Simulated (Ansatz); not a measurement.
Start from LaAlO$_{3}$ (space group R-3c, No. 167; a = 5.353 Å, c = 13.048 Å (hexagonal axes)).

Structures relaxed with PBEsol/PAW in Ansatz (a quantum-chemistry and plane-wave program), no SOC, earlier PAW set.

Base:

Simulated powder pattern, Cu Kα1, λ = 1.54056 Å (kinematic, ideal powder, no thermal factors, no anomalous dispersion; the 8 strongest lines at most, above 2 %, up to 2θ = 90°):

```tsv
2θ (°)	I/Imax (%)	hkl
23.52	93	(012)
33.45	99	(110)
33.57	100	(104)
41.30	61	(202)
41.49	21	(006)
48.12	70	(024)
54.16	22	(122)
59.87	39	(214)
```

After one change:

Simulated powder pattern, Cu Kα1, λ = 1.54056 Å (kinematic, ideal powder, no thermal factors, no anomalous dispersion; the 8 strongest lines at most, above 2 %, up to 2θ = 90°):

```json
[
 {"2θ (°)": "23.69", "I/Imax (%)": "93"},
 {"2θ (°)": "33.70", "I/Imax (%)": "99"},
 {"2θ (°)": "33.80", "I/Imax (%)": "100"},
 {"2θ (°)": "41.61", "I/Imax (%)": "62"},
 {"2θ (°)": "41.77", "I/Imax (%)": "21"},
 {"2θ (°)": "48.47", "I/Imax (%)": "70"},
 {"2θ (°)": "54.57", "I/Imax (%)": "21"},
 {"2θ (°)": "60.33", "I/Imax (%)": "39"}
]
```

What was done to the base?
A) pressure 1.8 GPa
B) pressure 4.2 GPa
C) pressure −1 GPa
D) pressure −2 GPa

B, pressure 4.2 GPa. Its volume per atom is 10.57 Å³ against 10.79 Å³, and its space group is R-3c (No. 167).

Load acts through the strain it causes; cell and atoms are relaxed under it. No phonon test of stability was made.
